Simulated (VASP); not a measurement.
# Rb (Im-3m) in VASP: further runs, part 2 of 2

VASP 6.6.1. Earlier steps stand in the parts before.

## Step 3: Relaxation of the atoms, PBEsol (cell strained at random at fixed volume)

Contents of run.py:

```python
from ase.calculators.vasp import Vasp
from ase.io import read
from ase.optimize import BFGSLineSearch

atoms = read('POSCAR')
calc = Vasp(
    directory='calc',
    xc='pbesol',
    pp='PBE',
    setups='recommended',
    prec='Accurate',
    encut=520,
    ediff=1e-07,
    ismear=1,
    sigma=0.2,
    lreal=False,
    lasph=True,
    nelm=100,
    algo='Normal',
    isif=2,
    lwave=True,
    lcharg=False,
    kpts=[7, 7, 7],
    gamma=True,
)
atoms.calc = calc
opt = BFGSLineSearch(atoms, trajectory='relax.traj')
converged = opt.run(fmax=0.01, steps=40)
print('converged:', converged)

print('energy (eV):', atoms.get_potential_energy())
print('free energy (eV):', atoms.get_potential_energy(force_consistent=True))
print('forces (eV/A):')
print(atoms.get_forces())
print('stress (eV/A^3, Voigt):', atoms.get_stress())
print('Fermi level (eV):', calc.get_fermi_level())
print('cell (A, degrees):', atoms.cell.cellpar())
print('volume (A^3):', atoms.get_volume())
print('scaled positions:')
print(atoms.get_scaled_positions())
```

Contents of POSCAR:

```
Rb
1.0
   -2.7558720000      2.8650800000      2.7960770000
    2.7506710000     -2.8182060000      2.7440020000
    2.7997640000      2.8620990000     -2.7492030000
Rb
1
Direct
   -0.0200370000     -0.0142010000     -0.0232300000
```

Potentials or basis: VASP PAW PBE potentials, release 64 (Rb_sv).

On the command line:

```bash
$ python run.py
```

The program printed:

```text
Step[ FC]     Time          Energy          fmax
BFGSLineSearch:    0[  0] --:--:--       -1.026961       0.0000
converged: True
energy (eV): -1.02626311
free energy (eV): -1.02696057
forces (eV/A):
[[0. 0. 0.]]
stress (eV/A^3, Voigt): [ 4.64559550e-04  2.51708054e-04  4.79272304e-04  2.69375545e-04
 -3.47033462e-05  2.53516644e-04]
Fermi level (eV): 0.01738478
cell (A, degrees): [  4.86020169   4.79979406   4.85678971 109.83149081 107.7661001
 110.00995148]
volume (A^3): 88.04342054443951
scaled positions:
[[0.979963 0.985799 0.97677 ]]
```

OUTCAR:

```text
ENCUT = 520.000000
   EDIFF = 1.00e-07
   GGA = PS
   PREC = Accurate
   ISIF = 2
   ISMEAR = 1
   NELM = 100
   LASPH = .TRUE.
   LREAL = .FALSE.

 ion  position               nearest neighbor table
   1  0.980  0.986  0.977-

  LATTYP: Found a triclinic cell.
 ALAT       =     4.8567897089
 B/A-ratio  =     1.6161986483
 C/A-ratio  =     1.9608169000
 COS(alpha) =     0.0001011339
 COS(beta)  =     0.5375482572
 COS(gamma) =     0.8076644984

  Lattice vectors:

 A1 = (  -2.7997640000,  -2.8620990000,   2.7492030000)
 A2 = (  -5.5556360000,   0.0029810000,   5.5452800000)
 A3 = (  -2.8384550000,  -8.6361520000,  -2.8377500000)

Analysis of symmetry for initial positions (statically):
=====================================================================
 Subroutine PRICEL returns:
 Original cell was already a primitive cell.

 Routine SETGRP: Setting up the symmetry group for a
 triclinic supercell.

 Subroutine GETGRP returns: Found  2 space group operations
 (whereof  1 operations were pure point group operations)
 out of a pool of  2 trial point group operations.

The static configuration has the point symmetry C_1 .
 The point group associated with its full space group is S_2 .

Analysis of symmetry for dynamics (positions and initial velocities):
=====================================================================
 Subroutine PRICEL returns:
 Original cell was already a primitive cell.

 Routine SETGRP: Setting up the symmetry group for a
 triclinic supercell.

 Subroutine GETGRP returns: Found  2 space group operations
 (whereof  1 operations were pure point group operations)
 out of a pool of  2 trial point group operations.

The dynamic configuration has the point symmetry C_1 .
 The point group associated with its full space group is S_2 .

 Subroutine INISYM returns: Found  2 space group operations
 (whereof  1 operations are pure point group operations),
 and found     1 'primitive' translations

----------------------------------------------------------------------------------------

                                     Primitive cell

  volume of cell :      88.0434

  direct lattice vectors                    reciprocal lattice vectors
    -2.755872000  2.865080000  2.796077000    -0.001201509  0.173149917  0.179036711
     2.750671000 -2.818206000  2.744002000     0.180358005 -0.002861135  0.180696368
     2.799764000  2.862099000 -2.749203000     0.178794805  0.173246406 -0.001297967

[... 84 lines left out ...]
   NSW    =      0    number of steps for IOM
   IBRION =     -1    ionic relax: 0-MD 1-quasi-New 2-CG
   NFREE  =      0    steps in history (QN), initial steepest desc. (CG)
   ISIF   =      2    stress and relaxation
   ISYM   =      2    0-nonsym 1-usesym 2-fastsym
   POTIM  = 0.5000    time-step for ionic-motion
   TEBEG  =    0.0;   TEEND  =   0.0 temperature during run
   PSTRESS=    0.0 pullay stress
   NELECT =       9.0000    total number of electrons
   NUPDOWN=      -1.0000    fix difference up-down
   EMIN   =  10.00;   EMAX   =-10.00  energy-range for DOS
   EFERMI =   0.00;   METHOD = LEGACY
   ISMEAR =     1;   SIGMA  =   0.20  broadening in eV -4-tet -1-fermi 0-gaus
   EFERMI_NEDOS =   21; number of points for ismear=-14 and -15
   IALGO  =     38    algorithm
   IMIX   =      4    mixing-type and parameters
     AMIX     =   0.40;   BMIX     =  1.00
     AMIX_MAG =   1.60;   BMIX_MAG =  1.00
  volume/ion in A,a.u.               =      88.04       594.15
  Fermi-wavevector in a.u.,A,eV,Ry     =   0.765462  1.446513  7.972080  0.585931
  Thomas-Fermi vector in A             =   1.865587
   LORBIT       =      0    0 simple, 1 ext, 2 COOP (PROOUT), +10 PAW based schemes
   GGA     = PS    functional components
   LHFCALC =     F    Hartree Fock is set to
   AEXX    =    0.0000 exact exchange contribution
   IVDW    =     0    specifies the selected vdW correction
   LEPSILON=     F    determine dielectric tensor
   LRPA    =     F    only Hartree local field effects (RPA)
 non-spin polarized calculation
 Methfessel and Paxton  Order N= 1 SIGMA  =   0.20
  energy-cutoff  :      520.00
  volume of cell :       88.04
 maximum number of plane-waves:      2395
   NGX = 19   NGY = 17   NGZ = 19

 number of electron       9.0000000 magnetization

 Free energy of the ion-electron system (eV)
  ---------------------------------------------------
  ext. energy  EPLUGINS =         0.00000000
  ---------------------------------------------------
  free energy    TOTEN  =        -1.02696057 eV

  energy without entropy =       -1.02486819  energy(sigma->0) =       -1.02626311

 E-fermi :   0.0174     XC(G=0):  -5.6036

 val. band max:        0.0129651600   @ k =  -0.1429  -0.4286   0.2857
 cond. band min:       0.0444000701   @ k =   0.1429  -0.1429   0.4286
 fundamental gap:      0.0314349101
 Fermi energy:         0.0173847759

 k-point     1 :       0.0000    0.0000    0.0000
  band No.  band energies     occupation
      1     -28.8204      2.00000
      2     -12.8650      2.00000
      3     -12.8640      2.00000
      4     -12.8623      2.00000
      5      -2.0002      2.00000
      6       3.6564     -0.00000
      7       3.6762     -0.00000
      8       3.8581     -0.00000
[... 243 lines left out ...]
 k-point    24 :      -0.2857    0.4286    0.0000
  band No.  band energies     occupation
      1     -28.8158      2.00000
      2     -12.9562      2.00000
      3     -12.8965      2.00000
      4     -12.8701      2.00000
      5      -0.4027      2.01141
      6       1.7173     -0.00000
      7       2.5242     -0.00000
      8       4.2378      0.00000

 [... further k-points ...]

------------------------ aborting loop because EDIFF is reached ----------------------------------------

  FORCE on cell =-STRESS in cart. coord.  units (eV):
  Direction    XX          YY          ZZ          XY          YZ          ZX
  --------------------------------------------------------------------------------------
  -------------------------------------------------------------------------------------
  Total       -0.0409014     -0.0221612     -0.0421968     -0.0223205     -0.0237167      0.0030554
  in kB       -0.7443065     -0.4032808     -0.7678789     -0.4061784     -0.4315871      0.0556009
  external PRESSURE =      -0.6384887 kB  Pullay stress =       0.0000000 kB

 VOLUME and BASIS-vectors are now :
 -----------------------------------------------------------------------------
  energy-cutoff  :      520.00
  volume of cell :       88.04
      direct lattice vectors                 reciprocal lattice vectors
    -2.755872000  2.865080000  2.796077000    -0.001201509  0.173149917  0.179036711
     2.750671000 -2.818206000  2.744002000     0.180358005 -0.002861135  0.180696368
     2.799764000  2.862099000 -2.749203000     0.178794805  0.173246406 -0.001297967

 POSITION                                       TOTAL-FORCE (eV/Angst)
 -----------------------------------------------------------------------------------
      2.74568      2.82510      2.75975         0.000000      0.000000      0.000000
 -----------------------------------------------------------------------------------
    total drift:                               -0.000001     -0.000000      0.000000

  FREE ENERGIE OF THE ION-ELECTRON SYSTEM (eV)
  ---------------------------------------------------
  free  energy   TOTEN  =        -1.0269605702 eV

  energy  without entropy=       -1.0248681885  energy(sigma->0) =       -1.02626311
```

INCAR:

```text
ENCUT = 520.000000
SIGMA = 0.200000
EDIFF = 1.00e-07
ALGO = Normal
GGA = PS
PREC = Accurate
ISIF = 2
ISMEAR = 1
NELM = 100
LASPH = .TRUE.
LCHARG = .FALSE.
LWAVE = .TRUE.
LREAL = .FALSE.
```

Run time: 41 s. Hardware: 1 thread of Intel Xeon 6975P-C (Granite Rapids), shared host; peak memory 0.28 GiB.

What came out:

- Free energy: -1.0270 eV
- Pressure after relaxing: -0.1 GPa
- Band gap on the k mesh: none (metal or under the smearing width)

Final structure:
```
Rb
1.0
    -2.75587    2.86508    2.79608
     2.75067   -2.81821    2.74400
     2.79976    2.86210   -2.74920
Rb
1
Direct
  0.97996 0.98580 0.97677
```

Levels at points of the mesh, in eV from the Fermi level:
```tsv
k point	band 1	band 2	band 3	band 4	band 5	band 6	band 7	band 8
(0.00, 0.00, 0.00)	-28.84	-12.88	-12.88	-12.88	-2.02	3.64	3.66	3.84
```

Caveat: the relaxation stopped at its first step, so nothing moved; the PAW data sets were made with another functional, which shifts forces and pressure a little.

## Step 4: Relaxation of the atoms, revPBE+dDsC, spin-orbit coupling, no magnetisation (cell strained at random at fixed volume)

run.py, as its differences from that of step 3:

```diff
@@ -2,3 +2,3 @@
 from ase.io import read
-from ase.optimize import BFGSLineSearch
+from ase.optimize import BFGS
 
@@ -7,3 +7,3 @@
     directory='calc',
-    xc='pbesol',
+    xc='revpbe',
     pp='PBE',
@@ -12,3 +12,3 @@
     encut=520,
-    ediff=1e-07,
+    ediff=1e-06,
     ismear=1,
@@ -17,8 +17,12 @@
     lasph=True,
-    nelm=100,
-    algo='Normal',
+    nelm=60,
+    algo='Fast',
     isif=2,
-    lwave=True,
+    lwave=False,
     lcharg=False,
-    kpts=[7, 7, 7],
+    lorbit=11,
+    lsorbit=True,
+    gga_compat=False,
+    ivdw=4,
+    kpts=[5, 5, 5],
     gamma=True,
@@ -26,4 +30,4 @@
 atoms.calc = calc
-opt = BFGSLineSearch(atoms, trajectory='relax.traj')
-converged = opt.run(fmax=0.01, steps=40)
+opt = BFGS(atoms, trajectory='relax.traj')
+converged = opt.run(fmax=0.005, steps=40)
 print('converged:', converged)
```

Contents of POSCAR:

```
Rb
1.0
   -2.8186920000      2.7496550000      2.8402730000
    2.7022310000     -2.8215750000      2.7957320000
    2.8640710000      2.8669550000     -2.9121930000
Rb
1
Direct
   -0.0037210000     -0.0031400000     -0.0034490000
```

On the command line:

```bash
$ python run.py
```

Run time: 3.9 min. Hardware: 1 thread of Intel Xeon 6975P-C (Granite Rapids), shared host; peak memory 0.49 GiB.

It converged, with:

```yaml
Free_energy: -1.0381 eV
Pressure_after_relaxing: -0.1 GPa
Valence_electrons_inside_the_program's_atomic_spheres: Rb 7.29
Dispersion_energy_per_atom: -0.185 eV
```

Stress tensor (GPa, compression positive):
```
-0.10 -0.04  0.11
-0.04 -0.05  0.07
 0.11  0.07 -0.04
```

Final structure:
```
Rb
1.0
    -2.81869    2.74966    2.84027
     2.70223   -2.82158    2.79573
     2.86407    2.86695   -2.91219
Rb
1
Direct
  0.99628 0.99686 0.99655
```

Caveat: the relaxation stopped at its first step, so nothing moved; the PAW data sets were made with another functional, which shifts forces and pressure a little.

## Step 5: Atomic charges, SCAN0+D3

Contents of POSCAR:

```
Rb
4.8541
   -0.577346985023      0.577346985023      0.577346985023
    0.577346985023     -0.577346985023      0.577346985023
    0.577346985023      0.577346985023     -0.577346985023
Rb
1
Direct
    0.0000000000      0.0000000000      0.0000000000
```

Contents of INCAR.step1:

```
PREC = Accurate ; ENCUT = 520
EDIFF = 1E-5 ; ISMEAR = 1
SIGMA = 0.2 ; LREAL = F
LASPH = T ; NELM = 80
ALGO = Normal ; ISIF = 2
LWAVE = T ; LCHARG = F
GGA = PE
```

Contents of INCAR.step2:

```
PREC = Accurate ; ENCUT = 520
EDIFF = 1E-6 ; ISMEAR = 1
SIGMA = 0.2 ; LREAL = F
LASPH = T ; NELM = 80
ALGO = Normal ; ISIF = 2
LWAVE = F ; LCHARG = F
METAGGA = SCAN ; LHFCALC = T
AEXX = 0.25 ; LMIXTAU = T
PRECFOCK = Normal ; HFRCUT = -1
IVDW = 11 ; LORBIT = 11
ISTART = 1
```

Contents of KPOINTS:

```
regular mesh
0
Gamma
  4 4 4
```

On the command line:

```bash
$ cat potpaw_PBE.64/Rb_sv/POTCAR > POTCAR
$ cp INCAR.step1 INCAR
$ mpirun -np 1 vasp_std > vasp.out
$ cp INCAR.step2 INCAR
$ mpirun -np 1 vasp_std > vasp.out
```

Run time: 2.4 min. Hardware: 1 thread of Intel Xeon 6975P-C (Granite Rapids), shared host; peak memory 0.21 GiB.

Results (log left out):

* Free energy: -15.9250 eV
* Pressure: 0.2 GPa
* Band gap on the k mesh: none (metal or under the smearing width)
* Valence electrons inside the program's atomic spheres: Rb 7.40
* Dispersion energy per atom: -0.020 eV

Levels at points of the mesh, in eV from the Fermi level:
| k point | band 1 | band 2 | band 3 | band 4 | band 5 | band 6 | band 7 | band 8 |
| --- | --- | --- | --- | --- | --- | --- | --- | --- |
| (0.00, 0.00, 0.00) | -32.66 | -15.08 | -15.08 | -15.08 | -2.75 | 4.79 | 4.79 | 4.79 |
| (0.50, 0.00, 0.00) | -32.65 | -15.20 | -15.12 | -15.08 | 0.68 | 1.09 | 3.48 | 5.47 |
| (0.50, 0.50, 0.50) | -32.65 | -15.16 | -15.16 | -15.16 | 1.89 | 1.89 | 4.09 | 4.09 |

Caveat: the k mesh is coarse (spacing up to 0.40 Å⁻¹), so the values aren't converged, least of all with exact exchange; the PAW data sets were made with another functional, which shifts forces and pressure a little; pairwise dispersion overbinds metals, which lowers pressure and volume.

## Step 6: Electron localisation function, r2SCAN (cell strained at random at fixed volume)

Contents of INCAR:

```
SYSTEM = Rb
  PREC = Accurate
  ENCUT = 500
  EDIFF = 1E-8
  ISMEAR = 1
  SIGMA = 0.2
  LREAL = .False.
  LASPH = .True.
  NELM = 100
  ALGO = Normal
  ISIF = 2
  LWAVE = .False.
  LCHARG = .True.
  METAGGA = R2SCAN
  LMIXTAU = .True.
  LELF = .True.
```

Contents of KPOINTS:

```
regular mesh
0
Gamma
  4 4 4
  0 0 0
```

Contents of POSCAR:

```
Rb
4.8648
   -0.575062078605      0.593381022858      0.563225004111
    0.574344063476     -0.604049498438      0.573175259003
    0.562126706134      0.591113920408     -0.573893479691
Rb
1
Direct
    0.0105780000     -0.0234550000     -0.0132370000
```

Potentials or basis: VASP PAW PBE potentials, release 54 (Rb_pv).

On the command line:

```bash
$ cat potpaw_PBE.54/Rb_pv/POTCAR > POTCAR
$ mpirun -np 1 vasp_std > vasp.out
```

It took 2.2 min on 1 thread of AMD EPYC 9R45 (Zen 5), shared host; peak memory 0.18 GiB.

These settings aren't checked as converged (typed here: k = 4 × 4 × 4; EDIFF = 1e-08): the numbers below hold their error.

Results:

- Free energy: -13.8368 eV
- Pressure: 0.3 GPa
- Band gap on the k mesh: none (metal or under the smearing width)

Caveat: the k mesh is coarse (spacing up to 0.40 Å⁻¹), so the values aren't converged; the PAW data sets were made with another functional, which shifts forces and pressure a little.

## Step 7: The reference run

An earlier run on the cell as given: functional PBE; potentials or basis VASP PAW PBE potentials, release 64 (Rb_sv); cutoff 520 eV; k mesh 7 × 7 × 7; occupations fermi-dirac, width 0.05 eV; no spin polarisation.

* Pressure: 0.1 GPa
* Band gap on the k mesh: none (metal or under the smearing width)

## Step 8: Summary

```csv
task,level,potentials or basis,spin,cell,k mesh,cutoff (eV),smearing,optimiser,grid for exact exchange (PRECFOCK),exchange at q = 0,mesh quality,gap on the mesh (eV),pressure (GPa)
single point,PBE,"VASP PAW PBE potentials, release 64 (Rb_pv)",off,as given,7 × 7 × 7,500,gaussian 0.02 eV,-,-,-,not flagged,none,0.1
relaxation of the atoms,PBEsol,"VASP PAW PBE potentials, release 64 (Rb_sv)",off,atoms relaxed from: cell strained at random at fixed volume,7 × 7 × 7,520,methfessel-paxton 0.2 eV,BFGSLineSearch,-,-,not flagged,none,-0.1
relaxation of the atoms,revPBE+dDsC,"VASP PAW PBE potentials, release 64 (Rb_sv)","SOC, no magnetisation",atoms relaxed from: cell strained at random at fixed volume,5 × 5 × 5,520,methfessel-paxton 0.2 eV,BFGS,-,-,not flagged,-,-0.1
atomic charges,SCAN0+D3,"VASP PAW PBE potentials, release 64 (Rb_sv)",off,as given,4 × 4 × 4,520,methfessel-paxton 0.2 eV,-,Normal,truncated,coarse,none,0.2
single point,PBE,"VASP PAW PBE potentials, release 64 (Rb_sv)",off,as given,7 × 7 × 7,520,fermi-dirac 0.05 eV,-,-,-,not flagged,none,0.1
```

Caveats: some runs use coarse meshes; the PAW data sets were made with another functional, which shifts forces and pressure a little (some runs); the relaxation stopped at its first step, so nothing moved (some runs); pairwise dispersion overbinds metals, which lowers pressure and volume (some runs).

Total energies depend on the potentials used, so only differences within one code and one set of settings carry meaning.
